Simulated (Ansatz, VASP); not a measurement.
**One calculation of TiC3, two programs**

```
CELL_PARAMETERS angstrom
0.00000 3.12215 3.12215
3.12215 0.00000 3.12215
3.12215 3.12215 0.00000
ATOMIC_POSITIONS crystal
Ti 0.00000 0.00000 0.00000
C 0.50000 0.50000 0.50000
C 0.25000 0.25000 0.25000
C 0.75000 0.75000 0.75000
```

Change from the starting cell: species swapped into the Li3Pb type (Fm-3m, No. 225).

Alike in both runs: task relaxation of cell and atoms; functional PBE; k mesh 6 × 6 × 6; occupations gaussian, width 0.1 eV; no spin polarisation.

|  | VASP | Ansatz |
| --- | --- | --- |
| version | VASP 6.6.1 | Ansatz 0.2.0 |
| potentials or method | VASP PAW PBE potentials, release 64 (Ti_sv, C) | scalar-relativistic, plane waves, PAW |
| plane-wave cutoff (eV) | 600 | 420 |
| valence electrons in the cell | 24 | 24 |

```csv
,VASP,Ansatz,Ansatz less VASP
"gap on the k mesh at the Fermi level, each at its own relaxed structure (eV)",none,none,-
relaxed volume (Å³/atom),8.90,8.89,-0.012
relaxed cell length with the largest relative difference (Å),3.693,3.691,-0.0016
energy change over the relaxation (meV/atom),-1061,-1062,-1.1
```

A gap of «none» marks a metal or a gap that the smearing closes.

Caveats: the volume moved by over 15 % at a fixed basis, so the end points are rough (VASP).
